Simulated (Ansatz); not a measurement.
**YN: pressure up to the limit of the methods**

One table from this session's results is given with a row withheld; the runs are named, their logs left out.

Method: DFT, PBE, PAW with Ansatz's default frozen-core files, scalar-relativistic, in Ansatz 0.2.0.

1 further run of the same task is left out (it didn't finish).

### The starting structure

It takes space group Fm-3m (No. 225, cubic). Conventional cell: a = 4.877 Å, b = 4.877 Å, c = 4.877 Å, α = 90.00°, β = 90.00°, γ = 90.00°. Y (site symmetry m-3m) has 6 N at 2.44 Å as nearest neighbours. N (site symmetry m-3m) has 6 Y at 2.44 Å as nearest neighbours.

Structure file:

```cif
data_structure
_symmetry_space_group_name_H-M 'P 1'
_symmetry_Int_Tables_number 1
_cell_length_a 3.4486
_cell_length_b 3.4486
_cell_length_c 3.4486
_cell_angle_alpha 60.000
_cell_angle_beta 60.000
_cell_angle_gamma 60.000
_cell_volume 29.00
loop_
_atom_site_label
_atom_site_type_symbol
_atom_site_fract_x
_atom_site_fract_y
_atom_site_fract_z
_atom_site_occupancy
Y1 Y 0.00000 0.00000 0.00000 1
N1 N 0.50000 0.50000 0.50000 1
```

Whether this phase is the stable one at these pressures isn't tested.

Atoms are numbered in the order of the input: Y1, N2.

Set-up of the first run:

File input.yaml:

```yaml
crystal:
  lattice:
    - [0.0, 2.4385, 2.4385]
    - [2.4385, 0.0, 2.4385]
    - [2.4385, 2.4385, 0.0]
  atoms:
    - { symbol: "Y", position: [0.0, 0.0, 0.0] }
    - { symbol: "N", position: [0.5, 0.5, 0.5] }
kpoints:
  mp_grid: { grid: [10, 10, 10] }
scf:
  occupations: { method: fermi_dirac, width: 0.03 }
hamiltonian:
  xc: pbe
  pseudopotentials: { kind: paw }
output:
  forces: true
  stress: true
relax:
  f_tol: 0.01
  max_steps: 30
```

Run with:

```bash
$ ansatz run input.yaml --threads 1 --pin off --max-ram 2048MiB --backend cpu --events-out ev --progress --plain --runs-dir out
```

Steps of the session up to this table: Atoms relaxed at the given volume, PAW; Volume scaled by 1, PAW; Atoms relaxed at 0.65 of the volume, PAW; Volume scaled by 0.65, PAW; Atoms relaxed at 0.55 of the volume, PAW; Volume scaled by 0.55, PAW; Atoms relaxed at 0.5 of the volume, PAW; Volume scaled by 0.5, PAW.

One table of the session follows, with a row left open; its other results are not shown here.

| method | volume over the first | volume (Å³/atom) | pressure (GPa) |
| --- | --- | --- | --- |
| PAW | 1 | ? | ? |
| PAW | 0.65 | 9.425 | 177.11 |
| PAW | 0.55 | 7.975 | 329.16 |
| PAW | 0.5 | 7.250 | 445.60 |

**Question.** Estimate the row for PAW, 1.

The run gave: volume (Å³/atom): 14.500; pressure (GPa): 2.94. In the column «volume (Å³/atom)» it is the highest.

To keep in mind: Warnings in the runs' records: stress scf threshold loose.
